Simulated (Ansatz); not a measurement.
Crystal: HfO2.

```
CELL_PARAMETERS angstrom
0.00000 2.55750 2.55750
2.55750 0.00000 2.55750
2.55750 2.55750 0.00000
ATOMIC_POSITIONS crystal
Hf 0.00000 0.00000 0.00000
O 0.75000 0.75000 0.75000
O 0.25000 0.25000 0.25000
```

Measurements of this composition are mostly on another form, of space group No. 14.

A run of Ansatz 0.2.0 on this cell left the log below. Logs are shortened: lines on timing, memory, paths and dates and some standing lists are left out, and cuts for length are marked.

```text
Warning: RAYON_NUM_THREADS=2 ignored (pool sized by the plan → 2); use --threads N
LAPW: plane waves up to 9.482 Å⁻¹, error target 2.0e-3 eV per atom; small_component_spin mean_spin; O in spheres of 0.950 Å, 8 of its electrons in bands, Dirac shells []; Hf in spheres of 1.265 Å, 42 of its electrons in bands, Dirac shells [] (how accurate: hamiltonian.pseudopotentials.lapw.basis_error, Limitations)
Engine: ansatz 0.2.0, aarch64-unknown-linux-gnu
Pseudopotentials: kind: all_electron
Pseudopotential: Hf, LAPW, valence charge 42, lapw/all_electron/scalar/gaussian/Hf, Koelling and Harmon's equation, gaussian nucleus
Pseudopotential: O, LAPW, valence charge 8, lapw/all_electron/scalar/gaussian/O, Koelling and Harmon's equation, gaussian nucleus
Functional definition: SPW92
  exchange = slater_x
  correlation = pw_c
Crystal: 3 atoms, lattice volume = 33.456 Å³
Basis set: ecut = 342.5820892417816 eV, 531 PW (Γ), exchange–correlation at level 2
Bands: 35, of which v1, the nominal top of the filled ones, is band 29 counted from 1 (28 counted from 0)
Symmetry: 48 space group operations
Space group: Fm-3m (ITA 225), of the structure as read, at distance tolerance 3.2e-5 Å
k-points: 35 of 729
Non-local potential: Hf, projectors of the file, none
Non-local potential: O, projectors of the file, none
Initial density: superposition of atomic densities (chi_scale 0.1, normalization cell, long waves kept (reshape's long-wave potential 0.00 eV rms))
Initial wavefunctions: plane waves of lowest kinetic energy (no species holds an atomic orbital)
Functional: x = slater, c = lda
iter 1 solved again at ethr=1.28e-2 eV; its pass at ethr=1.00e-1 eV (dr2=7.43e0 eV) is discarded
SCF iter   1: F=—  HF=-414088.074479 eV  |F-HF|=—  |Δ(HF+E_count)|=         —  Δρ=1.38e-1  dr2=7.43e0  ethr=1.28e-2  ⟨swp⟩=2.0  Hψ=7567  notcnv=0
preconditioner: auto → none  [insulator: Δε(μ)=6.849 eV  Ē_g=19.332 eV  σ=0.050 eV  W_gap=1.00  n_scr=14 (ndim 8)  ℏωp=38.5 eV  f_vac=0.049  D(μ)=0.00/eV (n_scr^D=0)  ε∞_Penn≈5.0]
SCF iter   2: F=—  HF=-414085.515097 eV  |F-HF|=—  |Δ(HF+E_count)|=    2.56e0  Δρ=6.59e-2  dr2=1.39e0  ethr=1.28e-2  ⟨swp⟩=3.0  Hψ=3705  notcnv=0
SCF iter   3: F=—  HF=-414083.992480 eV  |F-HF|=—  |Δ(HF+E_count)|=    1.52e0  Δρ=2.43e-2  dr2=2.34e-1  ethr=2.39e-3  ⟨swp⟩=3.0  Hψ=4036  notcnv=0
iter 4 solved again at ethr=1.02e-5 eV; its pass at ethr=4.03e-4 eV (dr2=5.89e-3 eV) is discarded
SCF iter   4: F=—  HF=-414083.944562 eV  |F-HF|=—  |Δ(HF+E_count)|=         —  Δρ=3.90e-3  dr2=5.89e-3  ethr=1.02e-5  ⟨swp⟩=2.0  Hψ=6370  notcnv=0
the basis was enlarged: its passes take 157.4 KiB over the memory plan, 2 of 2 planned eigensolver slots
SCF iter   5: F=—  HF=-414083.921352 eV  |F-HF|=—  |Δ(HF+E_count)|=   2.32e-2  Δρ=5.20e-3  dr2=1.15e-2  ethr=1.02e-5  ⟨swp⟩=2.0  Hψ=3675  notcnv=0
SCF iter   6: F=—  HF=-414083.916762 eV  |F-HF|=—  |Δ(HF+E_count)|=   4.59e-3  Δρ=2.26e-3  dr2=2.16e-3  ethr=1.02e-5  ⟨swp⟩=2.0  Hψ=3673  notcnv=0
SCF iter   7: F=—  HF=-414083.915533 eV  |F-HF|=—  |Δ(HF+E_count)|=   1.23e-3  Δρ=1.27e-4  dr2=3.75e-6  ethr=3.72e-6  ⟨swp⟩=2.0  Hψ=3674  notcnv=0
SCF iter   8: F=—  HF=-414083.915531 eV  |F-HF|=—  |Δ(HF+E_count)|=   1.88e-6  Δρ=5.41e-5  dr2=1.30e-6  ethr=6.46e-9  ⟨swp⟩=3.0  Hψ=3775  notcnv=0
SCF iter   9: F=-414083.915531 eV  HF=-414083.915531 eV  |F-HF|=1.01e-7  |Δ(HF+E_count)|=   4.68e-7  Δρ=1.34e-5  dr2=7.99e-8  ethr=2.24e-9  ⟨swp⟩=2.0  Hψ=3675  notcnv=0
SCF 1 converged in 9 iterations: F = -414083.915531 eV  dr2 = 7.99e-8
NSCF: frozen V_eff on 43 k-points
SCF converged after 9 iterations
Free energy (F): -414083.915531 eV
Harris-Foulkes:  -414083.915531 eV  (|F-HF|=1.01e-7)
Internal energy: -414083.915531 eV  (E = F + TS)
E sigma→0 (E₀):  -414083.915531 eV
Fermi energy:    17.139990 eV
--- Per-component energies (eV) ---
  E_band       = -5897.689775
  E_kinetic    = 460140.813682
  E_xc         = -8610.292009
  E_electrostatic = -865614.437203  (all electrons and nuclei)
  E_smearing   = -0.000000  (= −TS)
  E_closure    = 0.000000  (closes the sum)
  E_atoms      = -414053.704945  (free atoms, spherical and without spin; not in F)
  Σ components = -414083.915531   (vs F -414083.915531, Δ=0.00e0)
  Basis errors (estimates in eV, not in F): energy 7.8e-4 per atom: plane waves 7.1e-4 (4.1e-4 summed), levels above the bands 3.3e-87, relativity 1.1e-8, radial functions 7.5e-5, core shells 1.2e-6; eigenvalues (radial functions only) 1.4e-5; not estimated: angular momenta, meshes, grids; target (lapw.basis_error) 2.0e-3; muffin-tin radii O 0.950 Å, Hf 1.265 Å
--- Forces (eV/Å), atoms counted from 1 ---
  atom   1  Hf     0.00000000     0.00000000    -0.00000000
  atom   2  O     -0.00000000     0.00000000     0.00000000
  atom   3  O     -0.00000000     0.00000000     0.00000000
  max |Σ_I F_I| component: 3.01e-17 eV/Å
--- Stress (GPa, compression-positive) ---
      -16.467925      -0.000000      -0.000000
       -0.000000     -16.467925       0.000000
       -0.000000       0.000000     -16.467925
  P = ⅓ Tr σ = -16.4679 GPa (-164.679 kbar)
--- Band table (eV; the first three rows and the last of 35) ---
  k-point 0: bands = ["-484.8750", "-484.8750", "-356.3395", "-356.3395", "-356.3395", "-184.7480", "-184.7480", "-184.7230", "-184.7230", "-184.7230", "-45.7109", "-14.2521", "-14.2521", "-14.2521", "-2.9945", "-0.1457", "4.3032", "4.3032", "4.3032", "4.3648", "4.3648", "4.3648", "4.5773", "10.0829", "10.0829", "10.0829", "14.7615", "14.7615", "14.7615", "18.9968", "18.9968", "20.7758", "25.4163", "25.4163", "25.4163"]
  k-point 1: bands = ["-484.8750", "-484.8750", "-356.3395", "-356.3395", "-356.3395", "-184.7480", "-184.7480", "-184.7230", "-184.7230", "-184.7230", "-45.7094", "-14.3014", "-14.2576", "-14.2576", "-2.8352", "-0.2584", "4.3056", "4.3056", "4.3060", "4.3607", "4.3607", "4.3650", "4.5400", "10.2026", "10.2026", "10.4194", "14.3829", "14.5276", "14.5276", "19.2300", "19.2300", "21.2765", "24.8542", "25.2081", "25.2081"]
  k-point 2: bands = ["-484.8750", "-484.8750", "-356.3395", "-356.3395", "-356.3395", "-184.7480", "-184.7480", "-184.7230", "-184.7230", "-184.7230", "-45.7058", "-14.4224", "-14.2714", "-14.2714", "-2.4337", "-0.5133", "4.3109", "4.3109", "4.3151", "4.3515", "4.3515", "4.3653", "4.4672", "10.5094", "10.5094", "11.2362", "13.5839", "14.0633", "14.0633", "19.6313", "19.6313", "22.0335", "24.1545", "24.7939", "24.7939"]
  k-point 34: bands = ["-484.8750", "-484.8750", "-356.3395", "-356.3395", "-356.3395", "-184.7480", "-184.7480", "-184.7230", "-184.7230", "-184.7230", "-45.6948", "-14.5488", "-14.4889", "-14.3618", "-1.0980", "-1.0945", "4.3259", "4.3304", "4.3330", "4.3362", "4.3391", "4.3532", "4.3597", "10.0479", "10.4893", "12.5477", "12.9610", "14.0220", "15.0253", "19.8363", "20.2320", "22.1568", "22.3275", "23.4176", "27.4633"]
```

**Question.** Write the input and the command behind it.

**Answer.** Band structure with LDA, no spin polarisation. The files as run (others can give the same):

input.yaml
```yaml
crystal:
  lattice:
    - [0.0, 2.5575, 2.5575]
    - [2.5575, 0.0, 2.5575]
    - [2.5575, 2.5575, 0.0]
  atoms:
    - { symbol: Hf, position: [0.0, 0.0, 0.0] }
    - { symbol: O, position: [0.75, 0.75, 0.75] }
    - { symbol: O, position: [0.25, 0.25, 0.25] }
kpoints:
  mp_grid: { grid: [9, 9, 9] }
  band_path:
    path:
      - [0.0, 0.0, 0.0]
      - [0.5, 0.0, 0.5]
      - [0.5, 0.25, 0.75]
      - [0.375, 0.375, 0.75]
      - [0.0, 0.0, 0.0]
      - [0.5, 0.5, 0.5]
      - [0.625, 0.25, 0.625]
      - [0.5, 0.25, 0.75]
    npoints: 6
scf:
  occupations: { method: fermi_dirac, width: 0.05 }
hamiltonian:
  xc: lda
  pseudopotentials: { kind: all_electron, lapw: { basis_error: 0.002 } }
output:
  forces: true
  stress: true
  eigenvalues: true
```

Potentials or basis: all-electron LAPW, scalar-relativistic.
The run is started by
```bash
$ ansatz run input.yaml --threads 2 --pin off --max-ram 6144MiB --backend cpu --events-out ev --progress --plain --runs-dir out
```

Caveat: spin-orbit coupling is left out, which moves the levels of the heavy elements; the mesh misses the band edges, which the band path finds closer together.
